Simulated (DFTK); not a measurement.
## TiC under changes of volume

One of the cells (10.158 Å³/atom); the others are scaled copies at fixed shape and fractional positions:

```
CELL_PARAMETERS angstrom
0.00000 2.16572 2.16572
2.16572 0.00000 2.16572
2.16572 2.16572 0.00000
ATOMIC_POSITIONS crystal
Ti 0.00000 0.00000 0.00000
C 0.50000 0.50000 0.50000
```

The cell is a database's computed one.

* Program: DFTK 0.8.2
* Functional: LDA
* Potentials or basis: dojo.nc.sr.lda.v0_4_1.standard.upf (LDA)
* Cutoff: 1143 eV
* k mesh: 7 × 7 × 7
* Occupations: fermi-dirac, width 0.05 eV
* Spin: no spin polarisation

```csv
volume (Å³/atom),energy over the lowest point (meV/atom),pressure (GPa)
9.548,1.29,4.0
9.752,0.00,-2.0
9.955,5.94,-7.4
10.158,?,?
10.361,36.71,-16.7
10.564,60.31,-20.6
10.767,88.66,-24.2
```

Task: What does the run at 10.158 Å³/atom give?

Result: Energy over the lowest point 18.39 meV/atom; pressure -12.3 GPa.

Worked out: A Birch-Murnaghan fit of order 3 (a polynomial in V^(-2/3)) to the other rows has its minimum at 9.68 Å³/atom with B0 = V·E''(V) = 281 GPa and B' = 4.0. It gives 18.40 meV/atom at 10.158 Å³/atom, against the run's 18.39, and -dE/dV = -12.2 GPa, against -12.3.

Energies are extrapolated to zero smearing.

Caveats: some runs use coarse meshes.
